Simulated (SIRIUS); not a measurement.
Crystal: Pb.

```
Pb
1.0
     3.03861   -1.75032    0.00000
     3.03861    1.75032    0.00000
    -2.11546    0.00000    6.09522
Pb
2
Direct
  0.90851 0.90851 0.72629
  0.09149 0.09149 0.27371
```

This isn't the form of Pb at room conditions, which is fcc.

| Item | Value |
| --- | --- |
| Program | SIRIUS 7.10.0 |
| Task | single point |
| Functional | PBEsol |
| Potentials or basis | PseudoDojo 0.4.1 PBEsol standard (scalar relativistic) |
| Cutoff | 765 eV |
| Density cutoff | 3061 eV |
| k mesh | 9 × 9 × 5 |
| Occupations | fermi-dirac, width 0.05 eV |
| Spin | no spin polarisation |

On this cell: pressure -1.8 GPa; largest force 0.132 eV/Å; band gap on the k mesh none (metal or under the smearing width).

The same run follows on a disturbed copy (atoms moved at random, drawn with an rms of 0.05 Å):

```
Pb
1.0
     3.03861   -1.75032    0.00000
     3.03861    1.75032    0.00000
    -2.11546    0.00000    6.09522
Pb
2
Direct
  0.89920 0.91261 0.72889
  0.09341 0.08248 0.27147
```

What changes?

The energy (extrapolated to zero smearing) moves by +2.5 meV/atom; pressure -1.9 GPa; largest force 0.192 eV/Å; band gap on the k mesh none (metal or under the smearing width).

Forces on the atoms (eV/Å):
```
Pb   0.027 -0.010 -0.189
Pb  -0.027  0.010  0.189
```

Stress tensor (GPa, compression positive):
```
-1.86 -0.06 -0.02
-0.06 -1.89 -0.11
-0.02 -0.11 -1.85
```
